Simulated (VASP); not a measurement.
# KTaO3 (Pm-3m) in VASP: settings compared, part 3 of 3

VASP 6.6.1. Earlier steps stand in the parts before.

## Step 6: Electric field gradients, PBE

INCAR reads:

```
SYSTEM = KTaO3
  ALGO = Fast
  EDIFF = 1E-7
  ENCUT = 520
  GGA = PE
  ISIF = 2
  ISMEAR = -1
  LASPH = .True.
  LCHARG = .False.
  LEFG = .True.
  LREAL = .False.
  LWAVE = .False.
  NELM = 80
  PREC = Accurate
  SIGMA = 0.02
```

KPOINTS reads:

```
k-points
0
Gamma
  6 6 6
  0 0 0
```

POSCAR reads:

```
KTaO3
1.0
    3.9883000000      0.0000000000      0.0000000000
    0.0000000000      3.9883000000      0.0000000000
    0.0000000000      0.0000000000      3.9883000000
K Ta O
1 1 3
Direct
    0.5000000000      0.5000000000      0.5000000000
    0.0000000000      0.0000000000      0.0000000000
    0.5000000000      0.0000000000      0.0000000000
    0.0000000000      0.5000000000      0.0000000000
    0.0000000000      0.0000000000      0.5000000000
```

Potentials or basis: VASP PAW PBE potentials, release 64 (K_sv, Ta_pv, O).

Launch:

```
$ cat potpaw_PBE.64/K_sv/POTCAR potpaw_PBE.64/Ta_pv/POTCAR potpaw_PBE.64/O/POTCAR > POTCAR
$ mpirun -np 1 vasp_std > vasp.out
```

OUTCAR:

```text
SYSTEM = KTaO3
   EDIFF = 1E-7
   ENCUT = 520
   GGA = PE
   ISIF = 2
   ISMEAR = -1
   LASPH = .True.
   LREAL = .False.
   NELM = 80
   PREC = Accurate

 ion  position               nearest neighbor table
   1  0.500  0.500  0.500-   3 2.82   4 2.82   5 2.82   3 2.82   4 2.82   3 2.82   5 2.82   3 2.82
                             4 2.82   5 2.82   4 2.82   5 2.82   2 3.45   2 3.45   2 3.45   2 3.45
   2  0.000  0.000  0.000-   3 1.99   4 1.99   5 1.99   5 1.99   4 1.99   3 1.99   1 3.45   1 3.45
                             1 3.45   1 3.45   1 3.45   1 3.45   1 3.45   1 3.45
   3  0.500  0.000  0.000-   2 1.99   2 1.99   1 2.82   1 2.82   1 2.82   1 2.82
   4  0.000  0.500  0.000-   2 1.99   2 1.99   1 2.82   1 2.82   1 2.82   1 2.82
[... 756 lines left out ...]
   3      19.957    -9.978    -9.978    -0.000     0.000     0.000
   4      -9.978    19.957    -9.978    -0.000     0.000     0.000
   5      -9.978    -9.978    19.957    -0.000    -0.000     0.000
---------------------------------------------------------------------

 Electric field gradients after diagonalization (V/A^2)
 (convention: |V_zz| > |V_xx| > |V_yy|)
----------------------------------------------------------------------
 ion       V_xx      V_yy      V_zz     asymmetry (V_yy - V_xx)/ V_zz
----------------------------------------------------------------------
   1      -0.000     0.000    -0.000      -0.144
   2       0.000     0.000    -0.000       0.371
   3      -9.978    -9.978    19.957       0.000
   4      -9.978    -9.978    19.957       0.000
   5      -9.978    -9.978    19.957       0.000
----------------------------------------------------------------------

           NMR quadrupolar parameters

 Cq : quadrupolar parameter    Cq=e*Q*V_zz/h
 eta: asymmetry parameters     (V_yy - V_xx)/ V_zz
 Q  : nuclear electric quadrupole moment in mb (millibarn)
----------------------------------------------------------------------
 ion       Cq(MHz)       eta       Q (mb)
----------------------------------------------------------------------
   1      -0.000      -0.144       1.000
   2      -0.000       0.371       1.000
   3       0.048       0.000       1.000
   4       0.048       0.000       1.000
   5       0.048       0.000       1.000
----------------------------------------------------------------------
```

stdout:

```text
POSCAR found type information on POSCAR K TaO
 POSCAR found :  3 types and       5 ions
 scaLAPACK will be used
 LDA part: xc-table for (Slater+PW92), standard interpolation
 POSCAR, INCAR and KPOINTS ok, starting setup
 FFT: planning ... GRIDC
 FFT: planning ... GRID_SOFT
 FFT: planning ... GRID
 WAVECAR not read
 entering main loop
[... 11 lines left out ...]
 num prob  num prob  num prob  num prob  num prob  num prob WARNING in EDDRMM: call to ZHEGV failed, returncode =   8  4     19
 num prob  num prob RMM:  26    -0.410290427382E+02   -0.21970E-06   -0.13691E-06   620   0.339E-03    0.365E-03
 num prob WARNING in EDDRMM: call to ZHEGV failed, returncode =   6  3     20
 num prob  num prob  num prob  num prob  num prob RMM:  27    -0.410290428939E+02   -0.15571E-06   -0.91893E-07   602   0.283E-03    0.373E-03
 num prob  num prob  num prob  num prob  num prob  num prob  num prob RMM:  28    -0.410290429804E+02   -0.86536E-07   -0.58657E-07   467   0.227E-03
ion   1

ion   2

ion   3

ion   4

ion   5
```

Run time: 51 s. Hardware: 1 thread of Intel Xeon Platinum 8375C at 2.90GHz (Ice Lake), shared host; peak memory 0.18 GiB.

Results:

```
Free energy            : -41.0290 eV
Pressure               : 6.1 GPa
Band gap on the k mesh : 2.17 eV, indirect (least direct gap 2.80 eV)
```

Electric field gradients, principal values (V/Å²):
```tsv
atom	Vxx	Vyy	Vzz
1 K	0.000	0.000	0.000
2 Ta	0.000	0.000	0.000
3 O	-9.978	-9.978	19.957
4 O	-9.978	-9.978	19.957
5 O	-9.978	-9.978	19.957
```

Caveat: spin-orbit coupling is left out, which moves the levels of the heavy elements.

## Step 7: Electric field gradients, r2SCAN

INCAR reads:

```
SYSTEM = KTaO3
  ALGO = Normal
  EDIFF = 1E-7
  ENCUT = 520
  ISIF = 2
  ISMEAR = -1
  LASPH = .True.
  LCHARG = .False.
  LEFG = .True.
  LMIXTAU = .True.
  LREAL = .False.
  LWAVE = .False.
  METAGGA = R2SCAN
  NELM = 80
  PREC = Accurate
  SIGMA = 0.02
```

KPOINTS is that of step 6.

POSCAR is that of step 6.

Potentials or basis: VASP PAW PBE potentials, release 64 (K_sv, Ta_pv, O).

Launch:

```
$ cat potpaw_PBE.64/K_sv/POTCAR potpaw_PBE.64/Ta_pv/POTCAR potpaw_PBE.64/O/POTCAR > POTCAR
$ mpirun -np 1 vasp_std > vasp.out
```

OUTCAR:

```text
SYSTEM = KTaO3
   EDIFF = 1E-7
   ENCUT = 520
   ISIF = 2
   ISMEAR = -1
   LASPH = .True.
   LREAL = .False.
   METAGGA = R2SCAN
   NELM = 80
   PREC = Accurate

 ion  position               nearest neighbor table
   1  0.500  0.500  0.500-   3 2.82   4 2.82   5 2.82   3 2.82   4 2.82   3 2.82   5 2.82   3 2.82
                             4 2.82   5 2.82   4 2.82   5 2.82   2 3.45   2 3.45   2 3.45   2 3.45
   2  0.000  0.000  0.000-   3 1.99   4 1.99   5 1.99   5 1.99   4 1.99   3 1.99   1 3.45   1 3.45
                             1 3.45   1 3.45   1 3.45   1 3.45   1 3.45   1 3.45
   3  0.500  0.000  0.000-   2 1.99   2 1.99   1 2.82   1 2.82   1 2.82   1 2.82
   4  0.000  0.500  0.000-   2 1.99   2 1.99   1 2.82   1 2.82   1 2.82   1 2.82
   5  0.000  0.000  0.500-   2 1.99   2 1.99   1 2.82   1 2.82   1 2.82   1 2.82

  LATTYP: Found a simple cubic cell.
 ALAT       =     3.9883000000

  Lattice vectors:

 A1 = (   3.9883000000,   0.0000000000,   0.0000000000)
 A2 = (   0.0000000000,   3.9883000000,   0.0000000000)
 A3 = (   0.0000000000,   0.0000000000,   3.9883000000)

Analysis of symmetry for initial positions (statically):
=====================================================================
 Subroutine PRICEL returns:
 Original cell was already a primitive cell.

 Routine SETGRP: Setting up the symmetry group for a
 simple cubic supercell.

 Subroutine GETGRP returns: Found 48 space group operations
 (whereof 48 operations were pure point group operations)
 out of a pool of 48 trial point group operations.

The static configuration has the point symmetry O_h .

Analysis of symmetry for dynamics (positions and initial velocities):
[... 693 lines left out ...]
  -------------------------------------------------------------------------------------
  Total        0.4810205      0.4810205      0.4810205     -0.0000000     -0.0000000     -0.0000000
  in kB       12.1481657     12.1481657     12.1481657     -0.0000000     -0.0000000     -0.0000000
  external PRESSURE =      12.1481657 kB  Pullay stress =       0.0000000 kB

 VOLUME and BASIS-vectors are now :
 -----------------------------------------------------------------------------
  energy-cutoff  :      520.00
  volume of cell :       63.44
      direct lattice vectors                 reciprocal lattice vectors
     3.988300000  0.000000000  0.000000000     0.250733395  0.000000000  0.000000000
     0.000000000  3.988300000  0.000000000     0.000000000  0.250733395  0.000000000
     0.000000000  0.000000000  3.988300000     0.000000000  0.000000000  0.250733395

 POSITION                                       TOTAL-FORCE (eV/Angst)
 -----------------------------------------------------------------------------------
      1.99415      1.99415      1.99415         0.000000      0.000000      0.000000
      0.00000      0.00000      0.00000         0.000000      0.000000      0.000000
      1.99415      0.00000      0.00000         0.000000      0.000000      0.000000
      0.00000      1.99415      0.00000         0.000000      0.000000      0.000000
      0.00000      0.00000      1.99415         0.000000      0.000000      0.000000
 -----------------------------------------------------------------------------------
    total drift:                                0.000000     -0.000000      0.000000

  FREE ENERGIE OF THE ION-ELECTRON SYSTEM (eV)
  ---------------------------------------------------
  free  energy   TOTEN  =       -87.1618672561 eV

  energy  without entropy=      -87.1618672561  energy(sigma->0) =      -87.16186726

 Electric field gradients (V/A^2)
---------------------------------------------------------------------
 ion       V_xx      V_yy      V_zz      V_xy      V_xz      V_yz
---------------------------------------------------------------------
   1       0.000     0.000    -0.000    -0.000    -0.000    -0.000
   2       0.000     0.000    -0.000     0.000     0.000    -0.000
   3      23.395   -11.697   -11.697    -0.000     0.000     0.000
   4     -11.697    23.395   -11.697    -0.000     0.000    -0.000
   5     -11.697   -11.697    23.395     0.000     0.000    -0.000
---------------------------------------------------------------------

 Electric field gradients after diagonalization (V/A^2)
 (convention: |V_zz| > |V_xx| > |V_yy|)
----------------------------------------------------------------------
 ion       V_xx      V_yy      V_zz     asymmetry (V_yy - V_xx)/ V_zz
----------------------------------------------------------------------
   1       0.000     0.000    -0.000       0.076
   2       0.000    -0.000     0.000      -0.597
   3     -11.697   -11.697    23.395       0.000
   4     -11.697   -11.697    23.395       0.000
   5     -11.697   -11.697    23.395       0.000
----------------------------------------------------------------------

           NMR quadrupolar parameters

 Cq : quadrupolar parameter    Cq=e*Q*V_zz/h
 eta: asymmetry parameters     (V_yy - V_xx)/ V_zz
 Q  : nuclear electric quadrupole moment in mb (millibarn)
----------------------------------------------------------------------
 ion       Cq(MHz)       eta       Q (mb)
----------------------------------------------------------------------
   1      -0.000       0.076       1.000
   2       0.000      -0.597       1.000
   3       0.057       0.000       1.000
   4       0.057       0.000       1.000
   5       0.057       0.000       1.000
----------------------------------------------------------------------
```

OSZICAR:

```text
N       E                     dE             d eps       ncg     rms          rms(c)
DAV:   1     0.284682308055E+03    0.28468E+03   -0.21925E+04   920   0.170E+03
DAV:   2    -0.869022254878E+02   -0.37158E+03   -0.36506E+03  1134   0.470E+02
[... 15 lines left out ...]
DAV:  18    -0.871618311094E+02   -0.22764E-04   -0.11733E-05  1356   0.283E-02    0.895E-02
DAV:  19    -0.871618146101E+02    0.16499E-04   -0.75489E-06  1112   0.245E-02    0.118E-01
DAV:  20    -0.871618592891E+02   -0.44679E-04   -0.63786E-05  1060   0.801E-02    0.126E-02
DAV:  21    -0.871618632181E+02   -0.39290E-05   -0.54045E-06  1445   0.190E-02    0.770E-03
DAV:  22    -0.871618626794E+02    0.53867E-06   -0.69942E-07  1109   0.866E-03    0.974E-03
DAV:  23    -0.871618672137E+02   -0.45343E-05   -0.14450E-06  1046   0.148E-02    0.415E-03
DAV:  24    -0.871618672561E+02   -0.42417E-07   -0.29031E-07   830   0.548E-03
   1 F= -.87161867E+02 E0= -.87161867E+02  d E =-.305342E-11
```

stdout:

```text
POSCAR found type information on POSCAR K TaO
 POSCAR found :  3 types and       5 ions
 scaLAPACK will be used
 -----------------------------------------------------------------------------
|                                                                             |
|                                                                             |
|     You enforced a specific xc type in the INCAR file but a different       |
|     I HOPE YOU KNOW WHAT YOU ARE DOING!                                     |
|                                                                             |
 -----------------------------------------------------------------------------

 LDA part: xc-table for (None), standard interpolation
 POSCAR, INCAR and KPOINTS ok, starting setup
 FFT: planning ... GRIDC
 FFT: planning ... GRID_SOFT
 FFT: planning ... GRID
 WAVECAR not read
 entering main loop
ion   1

ion   2

ion   3

ion   4

ion   5
```

Run time: 2.6 min. Hardware: 1 thread of Intel Xeon Platinum 8375C at 2.90GHz (Ice Lake), shared host; peak memory 0.19 GiB.

Results:

```
Free energy            : -87.1619 eV
Pressure               : 1.2 GPa
Band gap on the k mesh : 2.60 eV, indirect (least direct gap 3.25 eV)
```

Levels at points of the mesh, in eV from the valence-band top:
```tsv
k point	band 15	band 16	band 17	band 18	band 19	band 20	band 21	band 22	band 23
(0.00, 0.00, 0.00)	-1.10	-1.10	-0.65	-0.65	-0.65	2.60	2.60	2.60	7.34
(0.50, 0.00, 0.00)	-2.40	-2.15	-1.54	-0.89	-0.89	2.75	5.44	5.44	7.10
(0.50, 0.50, 0.00)	-2.83	-1.74	-1.47	-1.47	-0.04	5.47	5.47	6.78	8.11
(0.50, 0.50, 0.50)	-3.96	-3.96	0.00	0.00	0.00	6.92	6.92	6.92	9.67
```

Electric field gradients, principal values (V/Å²):
```
atom      Vxx      Vyy     Vzz
 1 K    0.000    0.000   0.000
2 Ta    0.000    0.000   0.000
 3 O  -11.697  -11.697  23.395
 4 O  -11.697  -11.697  23.395
 5 O  -11.697  -11.697  23.395
```

Caveat: the PAW data sets were made with another functional, which shifts forces and pressure a little; spin-orbit coupling is left out, which moves the levels of the heavy elements. A k mesh can miss the band edges.

## Step 8: The runs side by side

```csv
level,potentials or basis,k mesh,cutoff (eV),further INCAR settings,gap on the mesh (eV),pressure (GPa)
PBEsol,"VASP PAW PBE potentials, release 64 (K_sv, Ta_pv, O)",8 × 8 × 8,520,ALGO = Fast; EDIFF = 1e-07,2.08,0.3
PBEsol,"VASP PAW PBE potentials, release 64 (K_sv, Ta_pv, O)",6 × 6 × 6,700,ALGO = Fast; EDIFF = 1e-07,2.09,0.1
PBEsol,"VASP PAW PBE potentials, release 64 (K_pv, Ta, O)",6 × 6 × 6,500,ALGO = Fast; EDIFF = 1e-07,2.03,1.2
PBEsol,"VASP PAW PBE potentials, release 64 (K_sv, Ta_pv, O)",6 × 6 × 6,600,ALGO = Fast; EDIFF = 1e-07,2.09,0.1
PBE,"VASP PAW PBE potentials, release 64 (K_sv, Ta_pv, O)",6 × 6 × 6,520,ALGO = Fast; EDIFF = 1e-07,2.17,6.1
r2SCAN,"VASP PAW PBE potentials, release 64 (K_sv, Ta_pv, O)",6 × 6 × 6,520,ALGO = Normal; EDIFF = 1e-07,2.60,1.2
```

Alike in all rows: task electric field gradients; no spin polarisation; cell as given; smearing fermi-dirac 0.02 eV.

Caveats: spin-orbit coupling is left out, which moves the levels of the heavy elements; the PAW data sets were made with another functional, which shifts forces and pressure a little (some runs).

Total energies depend on the potentials used, so only differences within one code and one set of settings carry meaning.
